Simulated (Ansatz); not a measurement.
The elements of this relaxed trial crystal are hidden behind letters.

```
lattice vectors (Å)
   2.8030    0.0000    0.0000
   0.0000    2.8359    0.0000
  -1.4746    0.0000    5.7391
fractional positions
X 0.6488 0.5000 0.2912
X 0.3512 0.5000 0.7088
Z 0.0000 0.0000 0.0000
```

Theory: Ansatz, DFT PBE, scalar-relativistic, plane waves, PAW. The final run on the 3-atom cell used 420 eV, a Γ-centred 16×16×8 mesh, 0.10 eV smearing and no spin polarisation.

- Space group: P2/m (No. 10)
- Conventional cell: a = 2.803 Å, b = 2.836 Å, c = 5.891 Å, β = 103.0°
- Volume per atom: 15.21 Å³
- Density: 4.28 g/cm³
- Energy over the elements: −0.11 eV/atom
- Gap on the 16×16×8 mesh of the 3-atom cell: 0 eV (a metal)

Energies are uncorrected and count from the elements' standard states at the same level.

Task: X is a p-block element of period 3 and Z is a d-block element of period 4. Which elements are they?

Result: X = Al, Z = Cu, so the formula is Al2Cu. Density times volume gives a mean mass of 4.28 × 15.21/1.6605 = 39.2 u per atom, and this set has 39.2 u. Al is surrounded by 4 Cu at 2.59–2.61 Å, 6 Al at 2.75–2.84 Å and 1 Al at 3.34 Å; Cu has 8 Al at 2.59–2.61 Å and 4 Cu at 2.80–2.84 Å. Other sets within the hints have nearly the same mass, so mass alone doesn't settle it; this one was computed.

This cell was reached by moving the atoms of another relaxed cell at random and relaxing again, last within the group found; it had no such test of its own.
